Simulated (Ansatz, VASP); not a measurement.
Two plane-wave programs on Sr

```
CELL_PARAMETERS angstrom
0.00000 3.01914 3.01914
3.01914 0.00000 3.01914
3.01914 3.01914 0.00000
ATOMIC_POSITIONS crystal
Sr 0.00000 0.00000 0.00000
```

Alike in both runs: task single point; functional PBE; k mesh 13 × 13 × 13; occupations fermi-dirac, width 0.1 eV; no spin polarisation.

|  | VASP | Ansatz |
| --- | --- | --- |
| version | VASP 6.6.1 | Ansatz 0.2.0 |
| potentials or method | VASP PAW PBE potentials, release 64 (Sr_sv) | plane waves (420 eV) with PAW, scalar-relativistic |
| plane-wave cutoff (eV) | 520 | 420 |
| valence electrons in the cell | 10 | 10 |

```csv
,VASP,Ansatz,Ansatz less VASP
pressure (GPa),0.0,0.0,-0.01
```
